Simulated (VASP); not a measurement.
# Si: relaxation of cell and atoms with PBE+TS

The system is Si.

```
Si
1.0
     0.00000    2.72185    2.72185
     2.72185    0.00000    2.72185
     2.72185    2.72185    0.00000
Si
2
Direct
  0.50000 0.50000 0.50000
  0.75000 0.75000 0.75000
```

```
Program                : VASP 6.6.1
Task                   : relaxation of cell and atoms
Functional             : PBE
Dispersion             : TS
Potentials or basis    : VASP PAW PBE potentials, release 64 (Si)
Cutoff                 : 600 eV
k mesh                 : 8 × 8 × 8
Occupations            : fermi-dirac, width 0.05 eV
Spin                   : no spin polarisation
Further INCAR settings : ALGO = Normal; EDIFF = 1e-07; IBRION = 2; EDIFFG = -0.01; NSW = 60; ISIF = 3
```

The relaxed volume is 20.20 Å³/atom. The relaxed cell is a = 3.851 Å, b = 3.851 Å, c = 3.851 Å, α = 60.00°, β = 60.00°, γ = 60.00° and the space group after relaxing (to 0.05 Å) is Fd-3m (No. 227). The energy gained by relaxing is 0.0 meV/atom, the ionic steps are 2 and the pressure after relaxing is -0.1 GPa. The band gap on the k mesh is 0.63 eV, indirect (least direct gap 2.56 eV). The dispersion energy per atom is -0.285 eV.

Final structure:
```cif
data_structure
_symmetry_space_group_name_H-M 'P 1'
_symmetry_Int_Tables_number 1
_cell_length_a 3.8513
_cell_length_b 3.8513
_cell_length_c 3.8513
_cell_angle_alpha 60.000
_cell_angle_beta 60.000
_cell_angle_gamma 60.000
_cell_volume 40.39
loop_
_atom_site_label
_atom_site_type_symbol
_atom_site_fract_x
_atom_site_fract_y
_atom_site_fract_z
_atom_site_occupancy
Si1 Si 0.50000 0.50000 0.50000 1
Si2 Si 0.75000 0.75000 0.75000 1
```

Levels at points of the mesh, in eV from the valence-band top:
```tsv
k point	band 2	band 3	band 4	band 5	band 6	band 7
(0.00, 0.00, 0.00)	0.00	0.00	0.00	2.56	2.56	2.56
(0.50, 0.00, 0.00)	-6.92	-1.19	-1.19	1.51	3.34	3.34
(0.50, 0.50, 0.00)	-7.79	-2.83	-2.83	0.73	0.73	10.04
```

Run time: 27 s on 1 thread of Intel(R) Xeon(R) Platinum 8488C (Sapphire Rapids), with other jobs on the host, peak memory 0.17 GiB.

A k mesh can miss the band edges.
